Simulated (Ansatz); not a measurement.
The system is InSe.

```
In Se
1.0
     4.05000    0.00000    0.00000
    -2.02500    3.50740    0.00000
     0.00000    0.00000   16.93000
In Se
4 4
Direct
  0.66667 0.33333 0.84300
  0.33333 0.66667 0.34300
  0.66667 0.33333 0.65700
  0.33333 0.66667 0.15700
  0.66667 0.33333 0.39800
  0.33333 0.66667 0.89800
  0.66667 0.33333 0.10200
  0.33333 0.66667 0.60200
```

| Quantity | Value |
| --- | --- |
| Program | Ansatz 0.2.0 |
| Task | relaxation of cell and atoms |
| Functional | PBE |
| Potentials or basis | Ansatz PAW |
| Cutoff | 420 eV (not typed: the program's choice for these potentials) |
| k mesh | 8 × 8 × 2 |
| Occupations | fermi-dirac, width 0.05 eV |
| Spin | no spin polarisation |

At the start: volume 30.06 Å³/atom.

Problem. Where does the relaxation end?

Solution. It ends after 9 steps and the volume is 33.50 Å³/atom (+11.4 %); space group P6_3/mmc (No. 194, to 0.05 Å).

Step by step:
| step | energy change (eV) | largest force (eV/Å) | volume (Å³) |
| --- | --- | --- | --- |
| 1 | 0.0000 | 2.8790 | 240.49 |
| 2 | -1.8231 | 0.1920 | 247.93 |
| 3 | -1.8752 | 0.1524 | 250.14 |
| 4 | -1.9024 | 0.0303 | 258.28 |
| 5 | -1.9089 | 0.0626 | 261.89 |
| 6 | -1.9117 | 0.0074 | 263.34 |
| 7 | -1.9127 | 0.0041 | 266.32 |
| 8 | -1.9127 | 0.0014 | 268.02 |
| 9 | -1.9168 | 0.0012 | 268.02 |

Final structure:
```
In Se
1.0
     4.08725    0.00000    0.00000
    -2.04362    3.53966    0.00000
     0.00000    0.00000   18.52566
In Se
4 4
Direct
  0.66667 0.33333 0.82625
  0.33333 0.66667 0.32625
  0.66667 0.33333 0.67375
  0.33333 0.66667 0.17375
  0.66667 0.33333 0.39494
  0.33333 0.66667 0.89494
  0.66667 0.33333 0.10506
  0.33333 0.66667 0.60506
```

Caveat: the plane-wave basis is chosen anew once the cell has moved, so the energies of steps on either side of that aren't comparable; this functional lacks dispersion, which binds the layers, so the pressure and a relaxed spacing across them are unreliable.
